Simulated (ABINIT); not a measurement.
Crystal: Si2Mo.

```
CELL_PARAMETERS angstrom
-1.60000 1.60000 3.93050
1.60000 -1.60000 3.93050
1.60000 1.60000 -3.93050
ATOMIC_POSITIONS crystal
Mo 0.00000 0.00000 0.00000
Si 0.66700 0.66700 0.00000
Si 0.33300 0.33300 0.00000
```

Base run:

- Program: ABINIT 10.8.3 (patched build)
- Functional: PBE
- Potentials or basis: PseudoDojo NC SR PBE v0.4.1 standard
- Cutoff: 1088 eV
- k mesh: 9 × 9 × 9
- Occupations: fermi-dirac, width 0.05 eV
- Spin: no spin polarisation

Its results: band gap on the k mesh none (metal or under the smearing width); pressure 2.3 GPa; largest force 0.303 eV/Å.

**Question.** The run is repeated on the same cell with these changes: functional from PBE to PBEsol; potentials or basis from PseudoDojo NC SR PBE v0.4.1 standard to PseudoDojo NC SR PBEsol v0.4.1 standard; cutoff from 1088 eV to 980 eV. What comes out?

**Answer.** Band gap on the k mesh none (metal or under the smearing width); pressure -2.9 GPa; largest force 0.350 eV/Å.
